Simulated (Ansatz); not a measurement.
Sn in Ansatz: convergence with k mesh

Crystal: Sn.

```
CELL_PARAMETERS angstrom
-1.72654 1.77555 2.33834
1.72654 -1.77555 2.33834
1.72654 1.77555 -2.33834
ATOMIC_POSITIONS crystal
Sn 0.00000 0.00000 0.00000
```

This isn't the form of Sn at room conditions, which is tetragonal (white tin).

- Program: Ansatz 0.2.0
- Task: convergence study
- Functional: PBE
- Potentials or basis: all-electron LAPW, scalar-relativistic
- Cutoff: 155 eV (chosen from the basis error)
- Basis error allowed: 0.001 eV/atom
- k mesh: 2 × 2 × 2
- Occupations: fermi-dirac, width 0.05 eV
- Spin: no spin polarisation

These are the settings of the first run; the series varies k mesh, with any setting tied to it.

Hardware: 1 thread of Arm Neoverse V1, on a shared host.

| k mesh | energy less the tightest run, at zero smearing (meV/atom) | pressure (GPa) | SCF cycles | CPU time (s) | peak memory (GiB) |
| --- | --- | --- | --- | --- | --- |
| 2 × 2 × 2 | -1785.54 | -9.23 | 6 | 0.94 | 0.2 |
| 4 × 4 × 4 | 139.11 | -0.86 | 5 | 1.5 | 0.21 |
| 6 × 6 × 6 | 108.51 | -0.14 | 7 | 3.4 | 0.23 |
| 7 × 7 × 7 | 9.81 | -0.71 | 7 | 4.2 | 0.24 |
| 9 × 9 × 9 | -7.41 | -0.80 | 7 | 7.6 | 0.28 |
| 11 × 11 × 11 | -3.79 | -1.03 | 7 | 12 | 0.34 |
| 13 × 13 × 13 | 2.40 | -0.97 | 7 | 20 | 0.42 |
| 16 × 16 × 16 | 0.00 | -1.02 | 7 | 36 | 0.57 |

Against the tightest run, the pressure stays within 0.1 GPa from 11 × 11 × 11 on. Not settled before the last step: the energy (to 1 meV/atom). Meshes of other sizes hit other points, so gaps and Fermi surfaces needn't settle smoothly. The tightest run that finished is the yardstick and may itself not be fully converged.
